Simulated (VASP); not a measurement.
# Br (Cmce) in VASP: further runs, part 2 of 2

VASP 6.6.1. Earlier steps stand in the parts before.

**5. Relaxation of cell and atoms, PBEsol**

This run uses another cell than the first one, of 30.96 Å³/atom, 0.911 times its volume.

Input file INCAR:

```
ALGO = Normal ; EDIFF = 1E-7
EDIFFG = -0.005 ; ENCUT = 600
GGA = PS ; IBRION = 2
ISIF = 3 ; ISMEAR = 0
LASPH = True ; LCHARG = False
LREAL = False ; LWAVE = False
NELM = 80 ; NSW = 90
PREC = Accurate ; SIGMA = 0.03
```

Input file KPOINTS:

```
k-points
0
Gamma
  8 8 4
```

Input file POSCAR:

```
Br                                      
1.0
    3.6004033639     -2.0158292929      0.0000000000
    3.6004033639      2.0158292929     -0.0000000000
    0.0000000000      0.0000000000      8.5314570261
  Br            
     4
Direct
     0.8459880111586005    0.1540119888413993    0.1200952921078791
     0.6540119888413995    0.3459880111586007    0.6200952921078793
     0.1540119888413993    0.8459880111586005    0.8799047078921207
     0.3459880111586007    0.6540119888413995    0.3799047078921208
```

Potentials or basis: VASP PAW PBE potentials, release 64 (Br).

Started as:

```bash
> cat potpaw_PBE.64/Br/POTCAR > POTCAR
> mpirun -np 1 vasp_std > vasp.out
```

OUTCAR:

```text
EDIFF = 1E-7
   EDIFFG = -0.005
   ENCUT = 600
   GGA = PS
   IBRION = 2
   ISIF = 3
   ISMEAR = 0
   LASPH = True
   LREAL = False
   NELM = 80
   NSW = 90
   PREC = Accurate

 ion  position               nearest neighbor table
   1  0.846  0.154  0.120-   3 2.40
   2  0.654  0.346  0.620-   4 2.40
   3  0.154  0.846  0.880-   1 2.40
   4  0.346  0.654  0.380-   2 2.40

  LATTYP: Found a base centered orthorhombic cell.
 ALAT       =     4.0316585858
 B/A-ratio  =     1.7860656042
 C/A-ratio  =     2.1161159470

  Lattice vectors:

 A1 = (  -3.6004033639,  -2.0158292929,   0.0000000000)
 A2 = (   3.6004033639,  -2.0158292929,   0.0000000000)
 A3 = (   0.0000000000,   0.0000000000,   8.5314570261)

Analysis of symmetry for initial positions (statically):
=====================================================================
 Subroutine PRICEL returns:
 Original cell was already a primitive cell.

 Routine SETGRP: Setting up the symmetry group for a
 base centered orthorhombic supercell.

 Subroutine GETGRP returns: Found  8 space group operations
 (whereof  4 operations were pure point group operations)
 out of a pool of  8 trial point group operations.

The static configuration has the point symmetry C_2h.
 The point group associated with its full space group is D_2h.

Analysis of symmetry for dynamics (positions and initial velocities):
=====================================================================
 Subroutine PRICEL returns:
 Original cell was already a primitive cell.

 Routine SETGRP: Setting up the symmetry group for a
 base centered orthorhombic supercell.

 Subroutine GETGRP returns: Found  8 space group operations
 (whereof  4 operations were pure point group operations)
 out of a pool of  8 trial point group operations.

The dynamic configuration has the point symmetry C_2h.
[... 127 lines left out ...]
  Thomas-Fermi vector in A             =   2.129485
   LORBIT       =      0    0 simple, 1 ext, 2 COOP (PROOUT), +10 PAW based schemes
   GGA     = PS    functional components
   LHFCALC =     F    Hartree Fock is set to
   AEXX    =    0.0000 exact exchange contribution
   IVDW    =     0    specifies the selected vdW correction
   LEPSILON=     F    determine dielectric tensor
   LRPA    =     F    only Hartree local field effects (RPA)
 conjugate gradient relaxation of ions
 non-spin polarized calculation
 Gauss-broadening in eV      SIGMA  =   0.03
  energy-cutoff  :      600.00
  volume of cell :      123.84
 maximum number of plane-waves:      4155
 NGX is ok and might be reduce to    36
   NGX = 17   NGY = 17   NGZ = 35

--------------------------------------- Ionic step        1  -------------------------------------------

 number of electron      28.0000002 magnetization

 Free energy of the ion-electron system (eV)
  ---------------------------------------------------
  ext. energy  EPLUGINS =         0.00000000
  ---------------------------------------------------
  free energy    TOTEN  =        -7.39904816 eV

  energy without entropy =       -7.39904816  energy(sigma->0) =       -7.39904816

------------------------ aborting loop because EDIFF is reached ----------------------------------------

  FORCE on cell =-STRESS in cart. coord.  units (eV):
  Direction    XX          YY          ZZ          XY          YZ          ZX
  --------------------------------------------------------------------------------------
  -------------------------------------------------------------------------------------
  Total       -0.0042340     -0.0373572     -0.0078273      0.0000000      0.0000000      0.0000000
  in kB       -0.0547780     -0.4833106     -0.1012657      0.0000000      0.0000000      0.0000000
  external PRESSURE =      -0.2131181 kB  Pullay stress =       0.0000000 kB
[... 177 lines left out ...]
--------------------------------------- Ionic step        6  -------------------------------------------

 number of electron      28.0000001 magnetization

 Free energy of the ion-electron system (eV)
  ---------------------------------------------------
  ext. energy  EPLUGINS =         0.00000000
  ---------------------------------------------------
  free energy    TOTEN  =        -7.39908916 eV

  energy without entropy =       -7.39908916  energy(sigma->0) =       -7.39908916

 E-fermi :   0.6181     XC(G=0):  -8.4837

 val. band max:        0.4591825843   @ k =   0.0000   0.0000   0.0000
 cond. band min:       1.6675410463   @ k =   0.1250  -0.0000   0.0000
 fundamental gap:      1.2083584620
 Fermi energy:         0.6180799082

 k-point     1 :       0.0000    0.0000    0.0000
  band No.  band energies     occupation
      1     -15.6628      2.00000
      2     -14.8862      2.00000
      3     -13.5598      2.00000
      4     -12.1353      2.00000
      5      -4.8999      2.00000
      6      -3.1986      2.00000
[... 481 lines left out ...]
      5      -4.8216      2.00000
      6      -4.1229      2.00000
[... 10 lines left out ...]
     17       7.1948      0.00000
     18       7.6010      0.00000

 [... further k-points ...]
[... 5 lines left out ...]
  --------------------------------------------------------------------------------------
  -------------------------------------------------------------------------------------
  Total       -0.0021874     -0.0137373      0.0114066      0.0000000      0.0000000      0.0000000
  in kB       -0.0283369     -0.1779651      0.1477712      0.0000000      0.0000000      0.0000000
  external PRESSURE =      -0.0195103 kB  Pullay stress =       0.0000000 kB
[... 19 lines left out ...]
  FREE ENERGIE OF THE ION-ELECTRON SYSTEM (eV)
  ---------------------------------------------------
  free  energy   TOTEN  =        -7.3990891571 eV

  energy  without entropy=       -7.3990891571  energy(sigma->0) =       -7.39908916

 reached required accuracy - stopping structural energy minimisation
```

Wall time 4.7 min (1 thread of AMD EPYC 9R45 (Zen 5), shared host); peak memory 0.34 GiB.

Results:

- Free energy: -7.3991 eV
- Relaxed volume: 30.92 Å³/atom
- Relaxed cell: a = 4.125 Å, b = 4.125 Å, c = 8.531 Å, α = 90.00°, β = 90.00°, γ = 58.44°
- Space group after relaxing (to 0.05 Å): Cmce (No. 64)
- Energy gained by relaxing: 0.0 meV/atom
- Ionic steps: 6
- Pressure after relaxing: 0.0 GPa
- Largest force after relaxing: 0.004 eV/Å
- Band gap on the k mesh: 1.21 eV, indirect (least direct gap 1.28 eV)

Forces on the atoms (eV/Å):
```
Br   0.000  0.004 -0.001
Br   0.000 -0.004 -0.001
Br   0.000 -0.004  0.001
Br   0.000  0.004  0.001
```

Final structure:
```
Br
1.0
     3.59987   -2.01350    0.00000
     3.59987    2.01350    0.00000
     0.00000    0.00000    8.53113
Br
4
Direct
  0.84583 0.15417 0.12015
  0.65417 0.34583 0.62015
  0.15417 0.84583 0.87985
  0.34583 0.65417 0.37985
```

Caveat: the PAW data sets were made with another functional, which shifts forces and pressure a little. A k mesh can miss the band edges.
